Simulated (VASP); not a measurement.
A run of VASP 6.6.1 is set up as follows.

The input INCAR:

```
ALGO     = Fast           # electronic algorithm
EDIFF    = 1E-8           # SCF threshold, eV
ENCUT    = 520            # plane-wave cutoff, eV
GGA      = PE             # functional
ISIF     = 2              # what is computed and relaxed
ISMEAR   = -1             # smearing method
LASPH    = T              # aspherical terms in the spheres
LCHARG   = F              # write CHGCAR
LEFG     = T            
LREAL    = F              # projectors in reciprocal space
LWAVE    = F              # write WAVECAR
NBANDS   = 16             # bands
NELM     = 100            # most SCF steps
PREC     = Accurate       # precision mode
SIGMA    = 0.08           # smearing width, eV
```

File KPOINTS:

```
k-points
0
Gamma
  10 10 10
```

The input POSCAR:

```
CdTe
1.0
    0.0000000000      3.2050000000      3.2050000000
    3.2050000000      0.0000000000      3.2050000000
    3.2050000000      3.2050000000      0.0000000000
Cd Te
1 1
Direct
    0.0000000000      0.0000000000      0.0000000000
    0.7500000000      0.7500000000      0.7500000000
```

Potentials or basis: VASP PAW PBE potentials, release 64 (Cd, Te).

The run is started by

```sh
$ cat potpaw_PBE.64/Cd/POTCAR potpaw_PBE.64/Te/POTCAR > POTCAR
$ mpirun -np 1 vasp_std > vasp.out
```

Q: What does it give for the pressure?

A: 4.4 GPa.

Q: What does it give for the band gap on the k mesh?

A: 0.87 eV, direct.

Electric field gradients, principal values (V/Å²):
```
atom     Vxx     Vyy    Vzz
1 Cd  -0.001  -0.001  0.002
2 Te   0.000   0.000  0.000
```

Caveat: spin-orbit coupling is left out, which moves the levels of the heavy elements.

**What was measured.**

A printed reference work, data compilation reports, for a bulk crystal of CdTe at 0 K: band gap 1.607 eV.

Against the measured gap of CdTe, 1.607 eV (0 K; a printed reference work, data compilation), the calculated 0.87 eV is off by -0.73 eV. Spin-orbit coupling on Cd, Te is left out. The value is that of PBE, without temperature or zero-point motion. Semilocal functionals fall short of measured gaps as a rule.
